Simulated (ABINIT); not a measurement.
**Sn: single point with PBEsol**

Crystal: Sn.

```
Sn
1.0
     0.00000    3.23334    3.23334
     3.23334    0.00000    3.23334
     3.23334    3.23334    0.00000
Sn
2
Direct
  0.75000 0.75000 0.75000
  0.50000 0.50000 0.50000
```

This isn't the form of Sn at room conditions, which is tetragonal (white tin).

```json
{
  "Program": "ABINIT 10.8.3 (patched build)",
  "Task": "single point",
  "Functional": "PBEsol",
  "Potentials or basis": "PseudoDojo NC SR PBEsol v0.4.1 standard",
  "Cutoff": "871 eV",
  "k mesh": "5 × 5 × 5",
  "Occupations": "fermi-dirac, width 0.05 eV",
  "Spin": "no spin polarisation"
}
```

| Property | Result |
| --- | --- |
| Pressure | 0.8 GPa |
| Band gap on the k mesh | none (metal or under the smearing width) |
| Valence electrons inside the program's atomic spheres | Sn 10.57 (radii [1.0584] Å) |

Levels at points of the mesh, in eV from the Fermi level:
| k point | band 11 | band 12 | band 13 | band 14 | band 15 | band 16 | band 17 | band 18 |
| --- | --- | --- | --- | --- | --- | --- | --- | --- |
| (0.00, 0.00, 0.00) | -10.66 | -0.58 | 0.13 | 0.13 | 0.13 | 2.19 | 2.19 | 2.19 |

Run time: 25 s on 1 thread of Arm Neoverse V1, on a shared host, peak memory 0.09 GiB.
